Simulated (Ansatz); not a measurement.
Results of B3LYP (VWN-RPA form) (PAW; Ansatz, a program for electronic structure) for zinc-blende AlSb.

Numerical settings: plane-wave cutoff 520 eV, 8×8×8 k mesh, scalar-relativistic PAW data made under PBE.

Computed at the level's own relaxed cell.

Elastic tensor (GPa, Voigt notation, ions relaxed):

```
   82.2    34.2    34.2     0.0     0.0     0.0
   34.2    82.2    34.2     0.0     0.0     0.0
   34.2    34.2    82.2     0.0     0.0     0.0
    0.0     0.0     0.0    41.7     0.0     0.0
    0.0     0.0     0.0     0.0    41.7     0.0
    0.0     0.0     0.0     0.0     0.0    41.7
```

Q: Work out the Voigt, Reuss and Hill averages of the bulk and shear moduli, Young's modulus and Poisson's ratio from the printed constants.

A: K_V = [C11 + C22 + C33 + 2(C12 + C13 + C23)]/9 = [246.6 + 2 × 102.6]/9 = 50.2 GPa. G_V = [246.6 − 102.6 + 3 × 125.1]/15 = 34.6 GPa. From the compliances S = C⁻¹, K_R = 50.2 and G_R = 32.2 GPa. Hill means: K = 50.2, G = 33.4 GPa. E = 9KG/(3K + G) = 82 GPa, ν = (3K − 2G)/(6K + 2G) = 0.23, K/G = 1.50.

Measured, for comparison: elastic constant C11 87.7 GPa, elastic constant C12 43.4 GPa, elastic constant C44 40.8 GPa (temperature not stated, not corrected to a static lattice; as tabulated in Oses et al. (2018), arXiv:1811.08464). Computed (rounded) less measured: elastic constant C11 -6 %, elastic constant C12 -21 %, elastic constant C44 +2 %. A static lattice is as a rule a little smaller and stiffer than an uncorrected measurement, which narrows the difference in the elastic constant C44 and would widen misses of the other sign.
